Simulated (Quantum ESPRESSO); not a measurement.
# MoS2 in Quantum ESPRESSO: further runs, part 2 of 2

Quantum ESPRESSO 7.5.

## (3) Work function, PBE

File pw.in:

```
&CONTROL
  calculation = 'scf'
  prefix = 'pwscf'
  outdir = './tmp'
  pseudo_dir = './pseudo'
  tprnfor = .true.
  disk_io = 'low'
/
&SYSTEM
  ibrav = 0
  celldm(1) = 8
  nat = 6
  ntyp = 2
  ecutwfc = 80
  nbnd = 36
  occupations = 'smearing'
  smearing = 'fd'
  degauss = 0.02204959
/
&ELECTRONS
  conv_thr = 6d-09
  electron_maxstep = 150
  mixing_beta = 0.3
  mixing_mode = 'local-TF'
/
ATOMIC_SPECIES
S     32.0600 S.upf
Mo    95.9500 Mo.upf
CELL_PARAMETERS alat
  0.7521407801967   0.0000000000000   0.0000000000000
 -0.3760703901061   0.6513730228771   0.0000000000000
  0.0000000000000   0.0000000000000   8.3708371300598
ATOMIC_POSITIONS crystal
S      0.3333333300    0.6666666600    0.2116417049
Mo     0.0000000000    0.0000000000    0.2554183808
S      0.3333333300    0.6666666600    0.2991950567
S      0.3333333300    0.6666666600    0.7008049433
Mo     0.0000000000    0.0000000000    0.7445816192
S      0.3333333300    0.6666666600    0.7883582951
K_POINTS automatic
10 10 1 0 0 0
```

File pp_density.in:

```
&INPUTPP
  prefix = 'pwscf'
  outdir = './tmp'
  filplot = 'density.dat'
  plot_num = 0
/
&PLOT
  nfile = 1
  filepp(1) = 'density.dat'
  iflag = 3
  output_format = 6
  fileout = 'density.cube'
/
```

File pp_potential.in:

```
&INPUTPP
  prefix = 'pwscf'
  outdir = './tmp'
  filplot = 'potential.dat'
  plot_num = 11
/
&PLOT
  nfile = 1
  filepp(1) = 'potential.dat'
  iflag = 3
  output_format = 6
  fileout = 'potential.cube'
/
```

File pp_elf.in:

```
&INPUTPP
  prefix = 'pwscf'
  outdir = './tmp'
  filplot = 'elf.dat'
  plot_num = 8
/
&PLOT
  nfile = 1
  filepp(1) = 'elf.dat'
  iflag = 3
  output_format = 6
  fileout = 'elf.cube'
/
```

Potentials or basis: PseudoDojo 0.4.1 SR PBE standard.

Run with:

```sh
OMP_NUM_THREADS=1 mpirun -n 2 pw.x -nk 2 -in pw.in > pw.out
OMP_NUM_THREADS=1 mpirun -n 1 pp.x -in pp_density.in > pp_density.out
OMP_NUM_THREADS=1 mpirun -n 1 pp.x -in pp_potential.in > pp_potential.out
OMP_NUM_THREADS=1 mpirun -n 1 pp.x -in pp_elf.in > pp_elf.out
```

pw.out:

```text
This program is part of the open-source Quantum ESPRESSO suite
     for quantum simulation of materials; please cite
         "P. Giannozzi et al., J. Phys.:Condens. Matter 21 395502 (2009);
         "P. Giannozzi et al., J. Phys.:Condens. Matter 29 465901 (2017);
         "P. Giannozzi et al., J. Chem. Phys. 152 154105 (2020);
     in publications or presentations arising from this work. More details at

     Message from routine setup:
     using ibrav=0 with symmetry is DISCOURAGED, use correct ibrav instead

     K-points division:     npool     =       2
     Subspace diagonalization in iterative solution of the eigenvalue problem:
     a serial algorithm will be used

     G-vector sticks info
     --------------------
     sticks:   dense  smooth     PW     G-vecs:    dense   smooth      PW
     Sum         805     805    235               203013   203013   31099

     Using Slab Decomposition

     bravais-lattice index     =            0
     lattice parameter (alat)  =       8.0000  a.u.
     unit-cell volume          =    2099.7508 (a.u.)^3
     number of atoms/cell      =            6
     number of atomic types    =            2
     number of electrons       =        52.00
     number of Kohn-Sham states=           36
     kinetic-energy cutoff     =      80.0000  Ry
     charge density cutoff     =     320.0000  Ry
     scf convergence threshold =      6.0E-09
     mixing beta               =       0.3000
     number of iterations used =            8  local-TF  mixing
     Exchange-correlation= PBE
                           (   1   4   3   4   0   0   0)

     celldm(1)=   8.000000  celldm(2)=   0.000000  celldm(3)=   0.000000
     celldm(4)=   0.000000  celldm(5)=   0.000000  celldm(6)=   0.000000

     crystal axes: (cart. coord. in units of alat)
               a(1) = (   0.752141   0.000000   0.000000 )
               a(2) = (  -0.376070   0.651373   0.000000 )
               a(3) = (   0.000000   0.000000   8.370837 )

     reciprocal axes: (cart. coord. in units 2 pi/alat)
               b(1) = (  1.329538  0.767609 -0.000000 )
               b(2) = (  0.000000  1.535219  0.000000 )
               b(3) = (  0.000000 -0.000000  0.119462 )

     PseudoPot. # 1 for S  read from file:
     S.upf
     Pseudo is Norm-conserving + core correction, Zval =  6.0
     Generated using ONCVPSP code by D. R. Hamann
     Using radial grid of 1146 points,  6 beta functions with:
                l(1) =   0
                l(2) =   0
                l(3) =   1
                l(4) =   1
                l(5) =   2
                l(6) =   2

     PseudoPot. # 2 for Mo read from file:
     Mo.upf
     Pseudo is Norm-conserving + core correction, Zval = 14.0
     Generated using ONCVPSP code by D. R. Hamann
     Using radial grid of 1640 points,  6 beta functions with:
                l(1) =   0
                l(2) =   0
                l(3) =   1
                l(4) =   1
                l(5) =   2
                l(6) =   2

     atomic species   valence    mass     pseudopotential
     S                 6.00    32.06000     S ( 1.00)
     Mo               14.00    95.95000     Mo( 1.00)

     12 Sym. Ops. (no inversion) found

   Cartesian axes

     site n.     atom                  positions (alat units)
         1        S      tau(   1) = (  -0.0000000   0.4342487   1.7716182  )
         2        Mo     tau(   2) = (   0.0000000   0.0000000   2.1380657  )
         3        S      tau(   3) = (  -0.0000000   0.4342487   2.5045131  )
         4        S      tau(   4) = (  -0.0000000   0.4342487   5.8663240  )
         5        Mo     tau(   5) = (   0.0000000   0.0000000   6.2327715  )
         6        S      tau(   6) = (  -0.0000000   0.4342487   6.5992189  )

     number of k points=    14  Fermi-Dirac smearing, width (Ry)=  0.0220
                       cart. coord. in units 2pi/alat
        k(    1) = (   0.0000000   0.0000000   0.0000000), wk =   0.0200000
        k(    2) = (   0.0000000   0.1535219   0.0000000), wk =   0.1200000
        k(    3) = (   0.0000000   0.3070437   0.0000000), wk =   0.1200000
        k(    4) = (   0.0000000   0.4605656   0.0000000), wk =   0.1200000
        k(    5) = (   0.0000000   0.6140875   0.0000000), wk =   0.1200000
        k(    6) = (   0.0000000  -0.7676093   0.0000000), wk =   0.0600000
        k(    7) = (   0.1329538   0.2302828   0.0000000), wk =   0.1200000
        k(    8) = (   0.1329538   0.3838047   0.0000000), wk =   0.2400000
        k(    9) = (   0.1329538   0.5373265   0.0000000), wk =   0.2400000
        k(   10) = (   0.1329538   0.6908484   0.0000000), wk =   0.2400000
        k(   11) = (   0.2659077   0.4605656   0.0000000), wk =   0.1200000
        k(   12) = (   0.2659077   0.6140875   0.0000000), wk =   0.2400000
        k(   13) = (   0.2659077   0.7676093   0.0000000), wk =   0.1200000
        k(   14) = (   0.3988615   0.6908484   0.0000000), wk =   0.1200000

     Dense  grid:   203013 G-vectors     FFT dimensions: (  36,  36, 384)

     Initial potential from superposition of free atoms

     starting charge      51.9970, renormalised to      52.0000

     negative rho (up, down):  4.467E-05 0.000E+00
     Starting wfcs are   36 randomized atomic wfcs

     Self-consistent Calculation

     iteration #  1     ecut=    80.00 Ry     beta= 0.30
     Davidson diagonalization with overlap
     ethr =  1.00E-02,  avg # of iterations =  5.3

     negative rho (up, down):  1.093E-07 0.000E+00

     total energy              =    -369.83787557 Ry
     estimated scf accuracy    <       0.89827271 Ry

     iteration #  2     ecut=    80.00 Ry     beta= 0.30
     Davidson diagonalization with overlap
     ethr =  1.73E-03,  avg # of iterations =  1.4
[... 126 lines left out ...]
     total energy              =    -369.80237896 Ry
     estimated scf accuracy    <       0.00000022 Ry

     iteration # 18     ecut=    80.00 Ry     beta= 0.30
     Davidson diagonalization with overlap
     ethr =  2.41E-10,  avg # of iterations =  2.4

     End of self-consistent calculation

          k = 0.0000 0.0000 0.0000 ( 25505 PWs)   bands (ev):

   -61.2135 -61.2135 -35.3567 -35.3567 -35.1500 -35.1500 -35.1500 -35.1500
   -14.4555 -14.4555 -13.1137 -13.1137  -5.9678  -5.9678  -3.0110  -3.0110
    -3.0110  -3.0110  -2.0748  -2.0748  -1.8912  -1.8912  -1.8912  -1.8912
    -0.2983  -0.2983   2.4243   2.4243   2.4243   2.4243   2.6989   2.6989
     2.6989   2.6989   5.0471   5.1832

          k = 0.0000 0.1535 0.0000 ( 25453 PWs)   bands (ev):
[... 25 lines left out ...]
   -61.1797 -61.1797 -35.4870 -35.4870 -35.2887 -35.2887 -35.2278 -35.2278
   -12.8202 -12.8202 -12.4760 -12.4760  -5.9054  -5.9054  -4.8866  -4.8866
    -4.3199  -4.3199  -3.4302  -3.4302  -2.0890  -2.0890  -1.5005  -1.5005
    -1.1870  -1.1870   1.8614   1.8614   2.2276   2.2276   3.3852   3.3852
     3.9303   3.9303   6.5000   6.5005

          k = 0.0000-0.7676 0.0000 ( 25354 PWs)   bands (ev):

   -61.1761 -61.1761 -35.5215 -35.5215 -35.2814 -35.2814 -35.2360 -35.2360
   -12.5960 -12.5960 -12.3941 -12.3941  -6.1199  -6.1199  -5.1157  -5.1157
    -4.4211  -4.4211  -3.5465  -3.5465  -2.1764  -2.1764  -1.3519  -1.3519
    -0.9665  -0.9665   1.8900   1.8900   2.4128   2.4128   3.5568   3.5568
     4.0086   4.0086   5.8137   5.8138

          k = 0.1330 0.2303 0.0000 ( 25485 PWs)   bands (ev):

   -61.2035 -61.2035 -35.3366 -35.3366 -35.2492 -35.2492 -35.1759 -35.1759
   -14.0325 -14.0325 -12.9450 -12.9450  -5.5305  -5.5305  -3.7864  -3.7864
    -3.2346  -3.2346  -2.6584  -2.6584  -2.5940  -2.5940  -1.2672  -1.2672
    -0.6232  -0.6232   1.9602   1.9602   2.1327   2.1327   2.2733   2.2733
     3.1383   3.1384   5.6942   5.7612
[... 51 lines left out ...]
   -61.1721 -61.1721 -35.4458 -35.4458 -35.3631 -35.3631 -35.2734 -35.2734
   -12.3746 -12.3746 -12.2593 -12.2593  -5.6927  -5.6927  -5.1731  -5.1731
    -4.1668  -4.1668  -3.8233  -3.8233  -3.3001  -3.3001  -2.3464  -2.3464
    -0.4864  -0.4864   1.4370   1.4370   2.8022   2.8022   3.0806   3.0806
     4.4838   4.4838   6.8324   6.8325

     the Fermi energy is     0.4792 ev

!    total energy              =    -369.80237910 Ry
     estimated scf accuracy    <          5.5E-09 Ry
     smearing contrib. (-TS)   =      -0.01511249 Ry
     internal energy E=F+TS    =    -369.78726661 Ry

     The total energy is F=E-TS. E is the sum of the following terms:
     one-electron contribution =   -1869.97960226 Ry
     hartree contribution      =     936.92054777 Ry
     xc contribution           =     -66.71434632 Ry
     ewald contribution        =     629.98613419 Ry

     convergence has been achieved in  18 iterations

     Forces acting on atoms (cartesian axes, Ry/au):

     atom    1 type  1   force =     0.00000000    0.00000000   -0.00904673
     atom    2 type  2   force =     0.00000000   -0.00000000    0.00000092
     atom    3 type  1   force =     0.00000000   -0.00000000    0.00904941
     atom    4 type  1   force =     0.00000000    0.00000000   -0.00904941
     atom    5 type  2   force =     0.00000000   -0.00000000   -0.00000092
     atom    6 type  1   force =     0.00000000   -0.00000000    0.00904673

     Total force =     0.018096     Total SCF correction =     0.000292

=------------------------------------------------------------------------------=
   JOB DONE.
=------------------------------------------------------------------------------=
```

It took 3.4 min on 2 MPI ranks of Arm Neoverse V2, shared host; peak memory 0.92 GiB.

The run converged, but some of its settings lie outside the range that counts as converged, so its numbers aren't taken as properties of the slab.

What came out:

* Free energy: -5031.4177 eV
* Largest force: 0.233 eV/Å
* Band gap on the k mesh: 1.74 eV, indirect (least direct gap 1.92 eV)
* Ionisation potential of the upper face: 5.90 eV
* Electron affinity of the upper face: 4.17 eV

Caveat: ionisation potential and electron affinity come from Kohn-Sham levels, which understate the gap.
